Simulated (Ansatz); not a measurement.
## Structures of BN: which is lowest?

Plane-wave DFT in Ansatz with scalar-relativistic PAW potentials, cutoff 500 eV, Γ-centred meshes chosen by cell and gap, Gaussian smearing with energies taken to zero width. Every cell was relaxed (cell and atoms) in a run of its own, within the symmetry of its start. Functional: r2SCAN.

Relaxed structures (starts from databases or built by putting these elements on another compound's sites):
A. Fmm2, 2 atoms in the computed cell, a = 2.502 Å, b = 6.965 Å, c = 4.329 Å; sites (symmetry × multiplicity) B mm2 × 4, N mm2 × 4; start: database
B. F-43m, 2 atoms in the computed cell, a = 3.610 Å; sites (symmetry × multiplicity) B -43m × 4, N -43m × 4; start: database
C. P6_3mc, 4 atoms in the computed cell, a = 2.544 Å, c = 4.208 Å; sites (symmetry × multiplicity) B 3m. × 2, N 3m. × 2; start: database
D. P-6m2, 4 atoms in the computed cell, a = 2.501 Å, c = 6.857 Å; sites (symmetry × multiplicity) B -6m2 × 1 + -6m2 × 1, N -6m2 × 1 + -6m2 × 1; start: database

Question: Rank them by energy. Could pressure change the order?

Answer:
| structure | group | E − E(lowest) (meV/atom) | V (Å³/atom) | gap on mesh (eV) |
| --- | --- | --- | --- | --- |
| D | P-6m2 | 0.0 | 9.28 | 4.95 |
| A | Fmm2 | 1.4 | 9.43 | 4.32 |
| B | F-43m | 59 | 5.88 | 5.00 |
| C | P6_3mc | 78 | 5.90 | 5.75 |

D and A are level within the 2 meV/atom that separate runs leave open. B is denser by 3.40 Å³/atom, so pressure favours it: ΔE/ΔV, with ΔE in eV and 1 eV/Å³ = 160.2 GPa, gives about 2.8 GPa for equal enthalpy if both cells were rigid, a rough figure since the two compress differently. Without a dispersion term the weakly bound lowest cell is too large, so ΔV and this pressure are artefacts in part: a slight pressure closes the gap between layers first. Other structures may lie lower than all of these, and vibrations aren't counted.